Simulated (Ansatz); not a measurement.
PbI2 (space group P-3m1) relaxed with several functionals in Ansatz (plane waves to 420 eV, scalar-relativistic PAW, no spin-orbit coupling, symmetry kept). The database cell has 41.79 Å³/atom; its temperature or method isn't stated, so the comparison with it is no error of the functional. No moments.

```csv
functional,conventional cell,V (Å³/atom),against the database cell (%),gap on mesh (eV),largest moment (μB)
PBE,"a = 4.679 Å, b = 4.679 Å, c = 7.690 Å, α = 90.00°, β = 90.00°, γ = 120.00°",48.59,16.3,2.42,0.00
LDA,"a = 4.471 Å, b = 4.471 Å, c = 6.787 Å, α = 90.00°, β = 90.00°, γ = 120.00°",39.17,-6.3,1.91,0.00
PBE+D3(BJ),"a = 4.556 Å, b = 4.556 Å, c = 6.985 Å, α = 90.00°, β = 90.00°, γ = 120.00°",41.85,0.1,2.19,0.00
```

 The cell holds layers, and where no dispersion correction was added their binding is poorly described.